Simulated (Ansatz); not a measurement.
System: zinc-blende InN (metastable phase). Method: PBE (Ansatz, an electronic-structure program, plane waves, PAW).

Run with plane-wave cutoff 520 eV, 24×24×24 k mesh, Fermi–Dirac smearing 0.05 eV, scalar-relativistic PAW data made under PBE.

Cell (relaxed at this level):

Space group F-43m (No. 216); a = b = c = 5.0487 Å, α = β = γ = 90.00°

```tsv
atom	site	symmetry	x	y	z
In	4a	-43m	0.0000	0.0000	0.0000
N	4c	-43m	0.2500	0.2500	0.2500
```
(The calculation used a cell of 2 atoms; values per cell refer to that cell.)

Q: Predict the elastic constant C12, polycrystal shear modulus (Hill average), elastic constant C11 and elastic constant C44.

A: 
- elastic constant C12 = 103 GPa
- polycrystal shear modulus (Hill average) = 52.1 GPa
- elastic constant C11 = 160 GPa
- elastic constant C44 = 77.9 GPa

Note: the solid has no gap at this level, which affects its response.

Elastic constants are with the ions relaxed.

Spin–orbit coupling is not included.

Static lattice: no zero-point or thermal effects.

The result took roughly 17 core-minutes.
